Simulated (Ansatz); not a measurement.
Crystal: W.

```
W
1.0
     0.00000    2.03000    2.03000
     2.03000    0.00000    2.03000
     2.03000    2.03000    0.00000
W
1
Direct
  0.00000 0.00000 0.00000
```

This isn't the form of W at room conditions, which is bcc.

| Property | Result |
| --- | --- |
| Program | Ansatz 0.2.0 |
| Task | relaxation of cell and atoms |
| Functional | r2SCAN |
| Dispersion | D4 |
| Potentials or basis | Ansatz PAW |
| Cutoff | 500 eV (not typed: the program's choice for these potentials) |
| k mesh | 11 × 11 × 11 |
| Occupations | fermi-dirac, width 0.05 eV |
| Spin | no spin polarisation |

At the start: volume 16.73 Å³/atom.

Where does the relaxation end?

It ends after 5 steps and the volume is 16.09 Å³/atom (-3.8 %); space group Fm-3m (No. 225, to 0.05 Å).

The path:
```
step  energy change (eV)  largest force (eV/Å)  volume (Å³)
   1              0.0000                0.0000        16.73
   2             -0.0225                0.0000        16.20
   3             -0.0233                0.0000        16.08
   4             -0.0233                0.0000        16.09
   5             -0.0230                0.0000        16.09
```

Final structure:
```xyz
1
Lattice="0.0000 2.0038 2.0038 2.0038 0.0000 2.0038 2.0038 2.0038 0.0000" Properties=species:S:1:pos:R:3 pbc="T T T"
W     0.0000    0.0000    0.0000
```

Caveat: the plane-wave basis is chosen anew once the cell has moved, so the energies of steps on either side of that aren't comparable; pairwise dispersion overbinds metals, which lowers pressure and volume; the PAW data sets come from PBE, with cores solved anew for the run's functional, which leaves a small shift of forces and pressure.
